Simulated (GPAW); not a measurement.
The system is Ir.

```
CELL_PARAMETERS angstrom
0.00000 1.91560 1.91560
1.91560 0.00000 1.91560
1.91560 1.91560 0.00000
ATOMIC_POSITIONS crystal
Ir 0.00000 0.00000 0.00000
```

```yaml
Program: GPAW 26.7.0
Task: relaxation of cell and atoms
Functional: PBEsol
Dispersion: D3(BJ)
Potentials_or_basis: PAW data sets generated in the run's folder for this functional
Cutoff: 600 eV
Basis: pw
k_mesh: 12 × 12 × 12
Occupations: fermi-dirac, width 0.05 eV
Spin: no spin polarisation
```

At the start: pressure -10.2 GPa; volume 14.06 Å³/atom.

Problem. How do energy, volume and symmetry change on relaxing?

Solution. Over 3 steps the energy falls by 11.7 meV/atom and the volume is 13.70 Å³/atom (-2.6 %); space group Fm-3m (No. 225, to 0.05 Å).

Step by step:
| step | energy change (eV) | largest force (eV/Å) | pressure (GPa) | volume (Å³) |
| --- | --- | --- | --- | --- |
| 1 | 0.0000 | 0.0000 | -10.23 | 14.06 |
| 2 | -0.0090 | 0.0000 | 5.15 | 13.53 |
| 3 | -0.0117 | 0.0000 | -0.20 | 13.70 |

Final structure:
```cif
data_structure
_symmetry_space_group_name_H-M 'P 1'
_symmetry_Int_Tables_number 1
_cell_length_a 2.6858
_cell_length_b 2.6858
_cell_length_c 2.6858
_cell_angle_alpha 60.000
_cell_angle_beta 60.000
_cell_angle_gamma 60.000
_cell_volume 13.70
loop_
_atom_site_label
_atom_site_type_symbol
_atom_site_fract_x
_atom_site_fract_y
_atom_site_fract_z
_atom_site_occupancy
Ir1 Ir 0.00000 0.00000 0.00000 1
```

Caveat: later steps reuse the first step's grids; pairwise dispersion overbinds metals, which lowers pressure and volume.
